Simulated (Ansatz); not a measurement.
Input and command of a plane-wave DFT calculation in Ansatz:

```yaml
crystal:
  lattice:
    - [0.0, 2.6034502909, 2.6034502909]
    - [2.6034502909, 0.0, 2.6034502909]
    - [2.6034502909, 2.6034502909, 0.0]
  atoms:
    - { symbol: Ta, position: [0.5, 0.5, 0.5] }
    - { symbol: As, position: [0.0, 0.0, 0.0] }
basis:
  ecutwfc: 420
kpoints:
  mp_grid: { grid: [14, 14, 14] }
hamiltonian:
  xc: pbesol
scf:
  occupations: { method: gaussian, width: 0.1 }
output:
  forces: true
  stress: true
  eigenvalues: true
relax:
  adjacent_minimum: "off"
  f_tol: 0.01
  max_steps: 60
  cell: { stress_tol: 0.1 }
```

```bash
ansatz run input.yaml --threads 1 --pin off --max-ram 2560MiB --backend cpu --events-out ev --progress --plain --runs-dir out
```

Processor: Oxide Virtual Turin-like Processor (Zen 5), 1 thread, on a host shared with other jobs.

Problem. How long does it run, and how much memory does it take?

Solution. About 19 s on 1 thread of Oxide Virtual Turin-like Processor (Zen 5) (shared host), peak memory 0.43 GiB. It solves 18 bands at 104 k points (the mesh reduced by the symmetry that the task leaves, which can be less than the crystal's) with about 701 plane waves (on the last cell), in 17 SCF iterations over 4 ionic steps.
